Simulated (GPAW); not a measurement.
# GaN (F-43m) in GPAW: a series of runs, part 2 of 2

GPAW 26.7.0. The steps go on from the part before.

**5. Dielectric tensor, LDA**

The input, run.py:

```python
import numpy as np
from ase.dft.bandgap import bandgap
from ase.io import read, write
from gpaw import GPAW, PW
from gpaw.response.df import DielectricFunction

atoms = read('POSCAR')

calc = GPAW(mode=PW(600),
            xc='LDA',
            kpts={'size': (8, 8, 8), 'gamma': True},
            occupations={'name': 'fermi-dirac', 'width': 0.001},
            nbands=11,
            convergence={'density': 1e-06},
            maxiter=150,
            txt='gpaw.txt')
atoms.calc = calc
energy = atoms.get_potential_energy()
calc.write('gs.gpw')
write('result.traj', atoms)
print(f'Energy: {energy:.6f} eV')
print('Fermi level:', round(calc.get_fermi_level(), 4), 'eV')
print(f'Gap: {bandgap(calc)[0]:.4f} eV, direct: {bandgap(calc, direct=True)[0]:.4f} eV')

for size in [(26, 26, 26)]:
    name = 'x'.join(str(n) for n in size)
    dense = calc.fixed_density(kpts={'size': size, 'gamma': True},
                               nbands=30, convergence={'bands': 24, 'eigenstates': 1e-7},
                               update_fermi_level=True, txt=f'dense-{name}.txt')
    dense.write(f'{name}.gpw', mode='all')
    df = DielectricFunction(f'{name}.gpw', frequencies=np.array([0.0]), hilbert=False, eta=0.001,
                            ecut=80, nbands=24, intraband=False, txt=f'df-{name}.txt')
    for xc in ['RPA']:
        for direction in ['x', 'y', 'z', [0, 1, 1], [1, 0, 1], [1, 1, 0]]:
            e0, e = df.get_macroscopic_dielectric_constant(xc=xc, direction=direction)
            print(f'{name} {xc} {direction}: {e0:.4f} without, {e:.4f} with local fields')
```

The input, POSCAR:

```
GaN
1.0
    0.0000000000      2.2535006075      2.2535006075
    2.2535006075      0.0000000000      2.2535006075
    2.2535006075      2.2535006075      0.0000000000
Ga N
1 1
Direct
    0.0000000000      0.0000000000      0.0000000000
    0.2500000000      0.2500000000      0.2500000000
```

Potentials or basis: the program's PAW data sets (release 1.2.1) made for this functional, pw.

Command:

```console
$ OMP_NUM_THREADS=1 python run.py
```

gpaw.txt:

```text
__  _  _
 | _ |_)|_||  |
 |__||  | ||/\| - 26.7.0

Input parameters:
  mode=PW(ecut=600.0),
  convergence={'density': 1e-06},
  kpts=MonkhorstPack(size=(8, 8, 8), gamma=True),
  maxiter=150,
  nbands=11,
  occupations=Occupations(name='fermi-dirac', width=0.001),
  xc=XC(name='LDA')

Diagonalizing LCAO Hamiltonian
Converting LCAO to pw mode

           N
       Ga

Atoms  # Å, Bohr magnetons
|   | symbol |        x |        y |        z |    initial magnetic moments |
|---|--------|----------|----------|----------|-----------------------------|
| 0 |     Ga | 0.000000 | 0.000000 | 0.000000 | ( 0.0000,  0.0000,  0.0000) |
| 1 |      N | 1.126750 | 1.126750 | 1.126750 | ( 0.0000,  0.0000,  0.0000) |

Unit cell  # Å
| periodic |        x |        y |        z |  lengths |    angles |
|----------|----------|----------|----------|----------|-----------|
|      yes | 0.000000 | 2.253501 | 2.253501 | 3.186931 | 60.000000 |
|      yes | 2.253501 | 0.000000 | 2.253501 | 3.186931 | 60.000000 |
|      yes | 2.253501 | 2.253501 | 0.000000 | 3.186931 | 60.000000 |

Number of symmetries: 24
Symmetry operations  # r_c * U_cc + t_c -> r_c
|    | kind |            matrix            |
|----|------|------------------------------|
|  0 |  E   |  1, 0, 0,  0, 1, 0,  0, 0, 1 |
|  1 |  σ   |  1, 0, 0,  0, 0, 1,  0, 1, 0 |
|  2 |  σ   |  1, 0,-1,  0, 1,-1,  0, 0,-1 |
|  3 |  C3  |  1, 0,-1,  0, 0,-1,  0, 1,-1 |
|  4 |  C3  |  1,-1, 0,  0,-1, 1,  0,-1, 0 |
|  5 |  σ   |  1,-1, 0,  0,-1, 0,  0,-1, 1 |
|  6 |  σ   |  0, 1, 0,  1, 0, 0,  0, 0, 1 |
|  7 |  C3  |  0, 1, 0,  0, 0, 1,  1, 0, 0 |
|  8 |  C2  |  0, 1,-1,  1, 0,-1,  0, 0,-1 |
|  9 |  S4  |  0, 1,-1,  0, 0,-1,  1, 0,-1 |
| 10 |  C3  |  0, 0, 1,  1, 0, 0,  0, 1, 0 |
| 11 |  σ   |  0, 0, 1,  0, 1, 0,  1, 0, 0 |
| 12 |  S4  |  0, 0,-1,  1, 0,-1,  0, 1,-1 |
| 13 |  C3  |  0, 0,-1,  0, 1,-1,  1, 0,-1 |
| 14 |  S4  |  0,-1, 1,  1,-1, 0,  0,-1, 0 |
| 15 |  C2  |  0,-1, 1,  0,-1, 0,  1,-1, 0 |
| 16 |  C3  |  0,-1, 0,  1,-1, 0,  0,-1, 1 |
| 17 |  S4  |  0,-1, 0,  0,-1, 1,  1,-1, 0 |
| 18 |  S4  | -1, 1, 0, -1, 0, 1, -1, 0, 0 |
| 19 |  C3  | -1, 1, 0, -1, 0, 0, -1, 0, 1 |
| 20 |  C3  | -1, 0, 1, -1, 1, 0, -1, 0, 0 |
| 21 |  S4  | -1, 0, 1, -1, 0, 0, -1, 1, 0 |
| 22 |  σ   | -1, 0, 0, -1, 1, 0, -1, 0, 1 |
| 23 |  C2  | -1, 0, 0, -1, 0, 1, -1, 1, 0 |

BZ-sampling:
  Number of BZ points: 512
  Number of IBZ points: 29

  Monkhorst-Pack size: [8, 8, 8]
  Monkhorst-Pack shift: [0.0625, 0.0625, 0.0625]

K-points  # in reciprocal-cell coordinates
|     |                                coordinates |     weight |
|-----|--------------------------------------------|------------|
|   0 | (  0.00000000,   0.00000000,   0.00000000) | 0.00195312 |
|   1 | (  0.12500000,   0.12500000,   0.00000000) | 0.01171875 |
|   2 | (  0.12500000,   0.12500000,   0.12500000) | 0.01562500 |
|   3 | (  0.25000000,   0.12500000,   0.12500000) | 0.02343750 |
|   4 | (  0.25000000,   0.25000000,   0.00000000) | 0.01171875 |
|   5 | (  0.25000000,   0.25000000,   0.12500000) | 0.04687500 |
|   6 | (  0.25000000,   0.25000000,   0.25000000) | 0.01562500 |
|   7 | (  0.37500000,   0.25000000,  -0.37500000) | 0.04687500 |
|   8 | (  0.37500000,   0.25000000,   0.12500000) | 0.04687500 |
|   9 | (  0.37500000,   0.25000000,   0.25000000) | 0.04687500 |
| ... |                                            |            |
|  28 | (  0.50000000,   0.50000000,   0.50000000) | 0.00781250 |

Plane wave coefficients: 778
Cutoff: 600.0 eV

Spin-components: 1 (collinear spins)
Bands:           11
Projectors:      10
Spin-degeneracy: 2
Datatype:        complex128

Parallelization:
  kpt:    1
  domain: 1
  band:   1

Density:
  Valence electrons: 8.0
  Components: 1
  Grid points: [20 20 20]
  Charge: 0.0  # |e|

Potential:
  Grid points: [20 20 20]

species:
  Ga:
    name:    Gallium
    Z:       31.0
    valence: 3
    core:    28
    charge:  0.0  # [|e|]
    compensation charges:
      type: gauss
      rc: 0.37  # [Å]
      lmax: 2
    cutoffs:
      filter: 2.06  # [Å]
      core: 4.17  # [Å]
    projectors
    | kind |    occ | energy [eV] | rcut [Å] |
    |------|--------|-------------|----------|
    |   4s |  2.000 |      -9.167 |    1.164 |
    |   4p |  1.000 |      -2.734 |    1.164 |
    |    s |        |      18.045 |    1.164 |
    |    p |        |      24.478 |    1.164 |
    |    d |        |       0.000 |    1.164 |

    Using partial waves for Ga as LCAO basis

  N:
    name:    Nitrogen
    Z:       7.0
    valence: 5
    core:    2
    charge:  0.0  # [|e|]
    compensation charges:
      type: gauss
      rc: 0.18  # [Å]
      lmax: 2
    cutoffs:
      filter: 1.11  # [Å]
      core: 0.96  # [Å]
    projectors
    | kind |    occ | energy [eV] | rcut [Å] |
    |------|--------|-------------|----------|
    |   2s |  2.000 |     -18.420 |    0.603 |
    |   2p |  3.000 |      -7.237 |    0.529 |
    |    s |        |       8.791 |    0.603 |
    |    p |        |      19.974 |    0.529 |
    |    d |        |       0.000 |    0.577 |

    Using partial waves for N as LCAO basis

Reference energy: -54278.930546  # eV

eigensolver:
  PPCG
  Converge bands: occupied
  niter=2

density mixing:
  MSR1-Mixer
  Pratt-step length: 0.05
  Maximum mixing coefficient: 0.75
  Old densities: 10
  SVD Regularization: 0.005
  Good broyden scale: 1.0
  Trust region scale: 1.0
  Backstep threshold: 4.0
  History deletion threshold: 6.0
  Fourier metric: weight=20.0, sigma=0.015

occupation numbers:
  Fermi-Dirac:
    width: 0.0010  # eV

poisson solver:
  ecut: 4800.0  # eV

xc functional:
  name: None

convergence criteria:
- Maximum integral of absolute [dens]ity change: 1e-06 electrons / valence electron
- Maximum [total energy] change in last 3 cyles: 0.0005 eV / valence electron
- Maximum integral of absolute [eigenst]ate change: 4e-08 eV^2 / valence electron
maximum number of iterations: 150

SCF iterations
|iter     | |      energy | eigst |  dens |
|---------|-|-------------|-------|-------|
|iter:   1| |  -15.436713 | -0.33 |       |
|iter:   2| |  -14.976251 | -2.08 | -0.58 |
|iter:   3| |  -13.725419 | -0.76 | -0.63 |
|iter:   4| |  -13.710785 | -3.16 | -1.31 |
|iter:   5| |  -13.706024 | -3.49 | -1.59 |
|iter:   6| |  -13.706022 | -5.84 | -2.83 |
|iter:   7| |  -13.706025c| -6.56 | -3.20 |
|iter:   8| |  -13.706025c| -7.54c| -4.40 |
|iter:   9| |  -13.706025c| -8.42c| -5.16 |
|iter:  10| |  -13.706025c| -9.35c| -5.89 |
|iter:  11| |  -13.706025c|-10.04c| -6.59c|

Converged in 11 steps
Energy contributions relative to reference atoms: (reference = -54278.930546)

Energy contributions:
  Kinetic:          32.251875
  Coulomb:         -28.298733
  Zero:              0.052019
  External:          0.000000
  Xc:              -17.711186
  Entropy:          -0.000000
  Spinorbit:         0.000000
  ----------------------------
  Free energy:     -13.706025
  Extrapolated:    -13.706025

dipole moment: (-12.672805, -12.672805, -12.672805)  # |e|*Ang

Fermi level: 6.090
Eigenvalues  # (at kpt = [0.000, 0.000, 0.000])
| band index |      eig [eV] | occ [0-2] |
|------------|---------------|-----------|
|          0 |        -9.728 |     2.000 |
|          1 |         6.039 |     2.000 |
|          2 |         6.039 |     2.000 |
|          3 |         6.039 |     2.000 |
|          4 |         7.882 |     0.000 |
|          5 |        16.247 |     0.000 |
|          6 |        16.247 |     0.000 |
|          7 |        16.247 |     0.000 |
|          8 |        23.425 |     0.000 |
|          9 |        24.387 |     0.000 |
|         10 |        24.397 |     0.000 |

Gap: 1.842 eV
Transition (v -> c):
  (s=0, k=0, n=3, [0.00, 0.00, 0.00]) -> (s=0, k=0, n=4, [0.00, 0.00, 0.00])
No difference between direct/indirect transitions
# Writing to gs.gpw (mode='')
```

It took 2.2 min on 1 thread of Arm Neoverse V2, shared host; peak memory 0.55 GiB.

Results:

| Quantity | Value |
| --- | --- |
| Free energy | -13.7060 eV |
| Band gap on the k mesh | 1.84 eV, direct |
| Electronic dielectric tensor (diagonal) | 5.66 |

Electronic dielectric tensor:
```
5.66 0.00 0.00
0.00 5.66 0.00
0.00 0.00 5.66
```

Caveat: the long-wavelength limit can be off by a per cent or two.

**6. The runs side by side**

```tsv
task	level	potentials or basis	spin	k mesh	cutoff (eV)	smearing	band path	band points	spin axis theta (degrees)	spin axis phi (degrees)	soc after scf	gap on the mesh (eV)	V0 of scaled cells (Å³/atom)	B0 (GPa)
equation of state	PBEsol+D3	PAW data sets generated in the run's folder for this functional, pw	off	10 × 10 × 10	800	fermi-dirac 0.05 eV	-	-	-	-	-	-	11.69	206
equation of state	C09-vdW	GPAW PAW data sets (gpaw-data 1.2.1), pw	off	10 × 10 × 10	800	fermi-dirac 0.05 eV	-	-	-	-	-	-	11.93	193
band structure	PBEint	PAW data sets generated in the run's folder for this functional, pw	SOC, no magnetisation	10 × 10 × 10	800	fermi-dirac 0.05 eV	GXWKGLUWLK,UX	60	90	45	second variation	1.78	-	-
dielectric tensor	LDA	the program's PAW data sets (release 1.2.1) made for this functional, pw	off	8 × 8 × 8	600	fermi-dirac 0.001 eV	-	-	-	-	-	1.84	-	-
```

Alike in all rows: cell as given.

Caveats: the data sets keep Ga 3d, Li 1s and Be 1s frozen, and some such compounds lay over 1.5 % in volume off other programs (some runs); the PAW data sets were made with another functional, which shifts forces and pressure a little (some runs); spin-orbit coupling was added after a scalar SCF, so levels and gaps hold it while energy, forces, pressure and moments don't (some runs); this program's spin-orbit splittings come out too wide for heavy elements (some runs); the long-wavelength limit can be off by a per cent or two (some runs).

Total energies depend on the potentials used, so only differences within one code and one set of settings carry meaning.

**7. How close it comes**

Step 4. A measured gap of GaN is 3.299 eV (direct; 0 K; a printed reference work, textbook); the calculated 1.78 eV misses it by -1.52 eV. The value is that of PBEint, without temperature or zero-point motion. The cell is a database's relaxed one, not the measured one, which moves gaps too.

Step 5. Measured gap of GaN: 3.299 eV (direct; 0 K; a printed reference work, textbook). This calculation gives 1.84 eV (-1.46 eV). Spin-orbit coupling on Ga is left out. The value is that of LDA on a finite k mesh, which can miss the band edges, without temperature or zero-point motion. Semilocal functionals fall short of measured gaps as a rule. The cell is a database's relaxed one, not the measured one, which moves gaps too.
